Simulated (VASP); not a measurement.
The system is Si2W.

```
CELL_PARAMETERS angstrom
4.61685 0.00000 0.00000
-2.30843 3.99831 0.00000
0.00000 0.00000 6.65322
ATOMIC_POSITIONS crystal
W 0.50000 0.00000 0.50000
W 0.50000 0.50000 0.83333
W 0.00000 0.50000 0.16667
Si 0.32725 0.16363 0.16667
Si 0.83637 0.16363 0.83333
Si 0.16363 0.32725 0.50000
Si 0.67275 0.83637 0.16667
Si 0.16363 0.83637 0.83333
Si 0.83637 0.67275 0.50000
```

Measurements of this composition are mostly on another form, of space group No. 139.

```yaml
Program: VASP 6.6.1
Task: single point
Functional: PBE
Potentials_or_basis: VASP PAW PBE potentials, release 64 (W_sv, Si)
Cutoff: 520 eV
k_mesh: 7 × 7 × 4
Occupations: fermi-dirac, width 0.05 eV
Spin: no spin polarisation
```

On this cell: pressure -0.4 GPa; largest force under 0.003 eV/Å; band gap on the k mesh 0.22 eV, indirect (least direct gap 0.68 eV).

The same run follows on a disturbed copy (atoms moved at random, drawn with an rms of 0.05 Å):

```
CELL_PARAMETERS angstrom
4.61685 0.00000 0.00000
-2.30843 3.99831 0.00000
0.00000 0.00000 6.65322
ATOMIC_POSITIONS crystal
W 0.50894 0.00409 0.50642
W 0.49532 0.49001 0.82795
W 0.99576 0.49914 0.16992
Si 0.31430 0.15954 0.16624
Si 0.84142 0.17229 0.83279
Si 0.15964 0.31534 0.49834
Si 0.67510 0.84023 0.16179
Si 0.16749 0.84191 0.82758
Si 0.83574 0.67671 0.50318
```

Question: What changes?

Answer: The energy moves by +15.6 meV/atom; pressure 0.1 GPa; largest force 1.356 eV/Å; band gap on the k mesh 0.05 eV, indirect (least direct gap 0.57 eV).

Forces in eV/Å, atoms in the order of the input:
```
W   -0.515 -0.476 -1.161
W   -0.065  0.869  0.924
W    0.187  0.170 -0.342
Si   0.651  0.159  0.076
Si  -0.004 -0.228  0.036
Si  -0.047  0.521  0.089
Si  -0.384 -0.321  0.216
Si  -0.045 -0.431  0.500
Si   0.222 -0.263 -0.337
```

Stress tensor (GPa, compression positive):
```
 0.23  0.16 -0.51
 0.16  0.43  0.24
-0.51  0.24 -0.42
```

Caveats: spin-orbit coupling is left out, which moves the levels of the heavy elements; an odd mesh through Γ misses points on the zone boundary, where band edges often lie.
